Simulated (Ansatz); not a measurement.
# Ga (sc type): how the settings move a single-point run

Question: which choices in the input matter for Ga (sc type)?

Method: reference: DFT, PBEsol, PAW with Ansatz's default frozen-core files, scalar-relativistic, in Ansatz 0.2.0.

### 1 The system as given

It takes space group Pm-3m (No. 221, cubic). The conventional cell has a = 2.550 Å, b = 2.550 Å, c = 2.550 Å, α = 90.00°, β = 90.00°, γ = 90.00°. Around Ga (site symmetry m-3m) lie 6 Ga at 2.55 Å.

Coordinates:

```
CELL_PARAMETERS angstrom
2.54958 0.00000 0.00000
0.00000 2.54958 0.00000
0.00000 0.00000 2.54958
ATOMIC_POSITIONS crystal
Ga 0.00000 0.00000 0.00000
```

### 2 Baseline

File input.yaml:

```yaml
crystal:
  lattice:
    - [2.5495797431, 0.0, 0.0]
    - [0.0, 2.5495797431, 0.0]
    - [0.0, 0.0, 2.5495797431]
  atoms:
    - { symbol: Ga, position: [0.0, 0.0, 0.0] }
kpoints:
  mp_grid: { grid: [15, 15, 15] }
scf:
  occupations: { method: fermi_dirac, width: 0.1 }
hamiltonian:
  xc: pbesol
  pseudopotentials: { kind: paw }
output:
  forces: true
  stress: true
  eigenvalues: true
  populations: true
  write_density: true
  write_potential: true
  elf: true
  volumetric_format: npy
```

The run is started by

```bash
$ ansatz run input.yaml --threads 1 --pin off --max-ram 2048MiB --backend cpu --events-out ev --progress --plain --runs-dir out
```

From the output:

```text
[...]
Basis set: ecut = 420 eV, 341 PW (Γ), exchange–correlation on 36×36×36 points (8 copies of the dense FFT grid, shifted against one another)
[...]
k-points: 120 of 3375
[...]
SCF iter   1: F=—  HF=-3743.062414 eV  |F-HF|=—  |Δ(HF+E_count)|=         —  Δρ=1.92e-3  dr2=2.92e-4  ethr=1.77e-3  ⟨swp⟩=5.0  Hψ=7816  notcnv=0
preconditioner: auto → none  [metal: Δε(μ)=0.089 eV  Ē_g=22.949 eV  σ=0.100 eV  W_gap=0.21  n_scr=6 (ndim 8)  ℏωp=32.9 eV  f_vac=0.000  D(μ)=0.34/eV (n_scr^D=0)  sad-step TF]
SCF iter   2: F=—  HF=-3743.061927 eV  |F-HF|=—  |Δ(HF+E_count)|=   4.87e-4  Δρ=9.24e-4  dr2=7.88e-5  ethr=2.24e-6  ⟨swp⟩=2.0  Hψ=2937  notcnv=0
[...]
SCF iter   5: F=-3743.061920 eV  HF=-3743.061920 eV  |F-HF|=5.55e-8  |Δ(HF+E_count)|=   2.27e-7  Δρ=3.40e-5  dr2=8.61e-8  ethr=1.47e-8  ⟨swp⟩=1.8  Hψ=1664  notcnv=0  defer=5
SCF iter   6: F=-3743.061920 eV  HF=-3743.061920 eV  |F-HF|=1.68e-11  |Δ(HF+E_count)|=   2.07e-8  Δρ=9.61e-7  dr2=6.88e-11  ethr=6.62e-10  ⟨swp⟩=5.5  Hψ=7112  notcnv=0
[...]
SCF converged after 6 iterations
Free energy (F): -3743.061920 eV
[...]
E sigma→0 (E₀):  -3743.056064 eV
[...]
Fermi energy:    11.083173 eV
[...]
  P = ⅓ Tr σ = 9.7695 GPa (97.695 kbar)
[...]
```

Wall time 2.3 s (1 thread of Arm Neoverse V1, shared host); peak memory 0.28 GiB.

### 3 Variant: xc revpbe, ecutwfc 58.8 Ry, ecutrho_ratio 4

Changes to input.yaml since step 2:

```diff
@@ -12,3 +12,3 @@
 hamiltonian:
-  xc: pbesol
+  xc: revpbe
   pseudopotentials: { kind: paw }
@@ -19,5 +19,4 @@
   populations: true
-  write_density: true
-  write_potential: true
-  elf: true
-  volumetric_format: npy
+basis:
+  ecutwfc: "58.8 Ry"
+  ecutrho_ratio: 4
```

The run is started by

```bash
$ ansatz run input.yaml --threads 1 --pin off --max-ram 2048MiB --backend cpu --events-out ev --progress --plain --runs-dir out
```

Output (excerpt; [...] marks lines left out):

```text
[...]
Pseudopotentials: kind: paw
Pseudopotential: Ga, paw, valence charge 13, recommended cutoff 420 eV (normal)
Functional definition: revPBE
[...]
Crystal: 1 atoms, lattice volume = 16.573 Å³
Basis set: ecut = 800.0147556320471 eV, 847 PW (Γ), exchange–correlation on 48×48×48 points (8 copies of the dense FFT grid, shifted against one another)
Bands: 11, of which v1, the nominal top of the filled ones, is band 7 counted from 1 (6 counted from 0)
Symmetry: 48 space group operations
Space group: Pm-3m (ITA 221), of the structure as read, at distance tolerance 2.5e-5 Å
k-points: 120 of 3375
[...]
SCF iter   1: F=—  HF=-3786.755871 eV  |F-HF|=—  |Δ(HF+E_count)|=         —  Δρ=3.69e-3  dr2=8.33e-4  ethr=1.77e-3  ⟨swp⟩=5.4  Hψ=9301  notcnv=0
[...]
SCF iter   6: F=-3786.755351 eV  HF=-3786.755351 eV  |F-HF|=1.59e-8  |Δ(HF+E_count)|=   3.20e-9  Δρ=1.22e-5  dr2=1.35e-8  ethr=5.29e-10  ⟨swp⟩=3.8  Hψ=5657  notcnv=0
[...]
SCF converged after 6 iterations
Free energy (F): -3786.755351 eV
[...]
E sigma→0 (E₀):  -3786.749579 eV
Entropy (-TS):   -0.011545 eV (-11.545 meV/atom)
Fermi energy:    11.347631 eV
[...]
--- Forces (eV/Å), atoms counted from 1 ---
  atom   1  Ga    -0.00000000     0.00000000     0.00000000
[...]
--- Stress (GPa, compression-positive) ---
       16.134479       0.000000       0.000000
        0.000000      16.134479       0.000000
        0.000000       0.000000      16.134479
  P = ⅓ Tr σ = 16.1345 GPa (161.345 kbar)
--- Band table (eV; the first three rows and the last of 120) ---
  k-point 0: bands = ["-4.0787", "-4.0787", "-3.2808", "-3.2808", "-3.2808", "-0.6051", "21.6854", "21.6854", "21.6854", "24.3794", "24.3794"]
[...]
--- Löwdin populations: 1 site ---
  site symbol       q [e]
     0     Ga     12.9816
  spilling = 0.001418 (of n_electrons = 13.000000)
```

Wall time 3.9 s (1 thread of Arm Neoverse V1, shared host); peak memory 0.33 GiB.

After a change of functional the difference of the totals has no physical meaning; the pressure goes from 9.8 to 16.1 GPa. The cutoff and numerical grids changed too.

### 4 Changing settings: mp_grid.shift [0.5, 0.5, 0.5]

Changes to input.yaml since step 2:

```diff
@@ -8,3 +8,3 @@
 kpoints:
-  mp_grid: { grid: [15, 15, 15] }
+  mp_grid: { grid: [15, 15, 15], shift: [0.5, 0.5, 0.5] }
 scf:
```

The run is started by

```bash
$ ansatz run input.yaml --threads 1 --pin off --max-ram 2048MiB --backend cpu --events-out ev --progress --plain --runs-dir out
```

Output (excerpt; [...] marks lines left out):

```text
[...]
[... 2 set-up lines as earlier in the session ...]
Functional definition: PBEsol
[...]
Crystal: 1 atoms, lattice volume = 16.573 Å³
Basis set: ecut = 420 eV, 341 PW (Γ), exchange–correlation on 36×36×36 points (8 copies of the dense FFT grid, shifted against one another)
Bands: 11, of which v1, the nominal top of the filled ones, is band 7 counted from 1 (6 counted from 0)
[... 2 set-up lines as earlier in the session ...]
k-points: 120 of 3375
[...]
SCF iter   1: F=—  HF=-3743.064045 eV  |F-HF|=—  |Δ(HF+E_count)|=         —  Δρ=2.14e-3  dr2=2.66e-4  ethr=1.77e-3  ⟨swp⟩=5.0  Hψ=7854  notcnv=0
[...]
SCF iter   6: F=-3743.063593 eV  HF=-3743.063593 eV  |F-HF|=8.59e-11  |Δ(HF+E_count)|=   2.27e-8  Δρ=1.26e-6  dr2=1.07e-10  ethr=5.01e-10  ⟨swp⟩=5.4  Hψ=6958  notcnv=0
[...]
SCF converged after 6 iterations
Free energy (F): -3743.063593 eV
[...]
E sigma→0 (E₀):  -3743.056989 eV
Entropy (-TS):   -0.013210 eV (-13.210 meV/atom)
Fermi energy:    11.106664 eV
[...]
--- Forces (eV/Å), atoms counted from 1 ---
  atom   1  Ga    -0.00000000     0.00000000    -0.00000000
[...]
--- Stress (GPa, compression-positive) ---
       10.039050       0.000000       0.000000
       -0.000000      10.039050       0.000000
        0.000000       0.000000      10.039050
  P = ⅓ Tr σ = 10.0391 GPa (100.391 kbar)
--- Band table (eV; the first three rows and the last of 120) ---
  k-point 0: bands = ["-4.2846", "-4.2846", "-3.4947", "-3.4939", "-3.4939", "-0.7920", "20.7777", "20.7777", "21.1403", "24.9212", "24.9212"]
[...]
--- Löwdin populations: 1 site ---
  site symbol       q [e]
     0     Ga     12.9825
  spilling = 0.001348 (of n_electrons = 13.000000)
```

Wall time 2.3 s (1 thread of Arm Neoverse V1, shared host); peak memory 0.28 GiB.

Changing the k-point mesh moves the energy by -1.7 meV/atom. Sampling errors of the energy have no fixed sign.

### 5 All runs together

| run | ending | energy change | pressure (GPa) | gap (eV) | force (eV/Å) | cycles | time |
| --- | --- | --- | --- | --- | --- | --- | --- |
| reference | converged | 0 | 9.8 | 0.00 | 0.00 | 6 | 2.3 s |
| 1: xc revpbe, ecutwfc 58.8 Ry, ecutrho_ratio 4 | converged | not comparable | 16.1 | 0.00 | 0.00 | 6 | 3.9 s |
| 2: mp_grid.shift [0.5, 0.5, 0.5] | converged | -1.7 meV/atom | 10.0 | 0.00 | 0.00 | 6 | 2.3 s |

Times don't compare one to one where runs were asked for different outputs or read a saved state (see the inputs); cycles may leave out searches for a lower state.

Residual by cycle in the longest SCF loop of each run; runs are numbered as in the table. The quantity is the density residual dr2, in eV.

| cycle | reference | run 1 | run 2 |
| --- | --- | --- | --- |
| 1 | 2.9e-4 | 8.3e-4 | 2.7e-4 |
| 2 | 7.9e-5 | 1.4e-4 | 6.6e-5 |
| 3 | 4.5e-6 | 3.7e-5 | 2.6e-6 |
| 4 | 1.9e-6 | 4.0e-7 | 1.9e-6 |
| 5 | 8.6e-8 | 6.9e-8 | 6.5e-8 |
| 6 | 6.9e-11 | 1.4e-8 | 1.1e-10 |

**Reading.** «mp_grid.shift [0.5, 0.5, 0.5]» moves the energy by -1.7 meV/atom. The pressure spans 9.8 to 16.1 GPa over the reference and the converged variants.
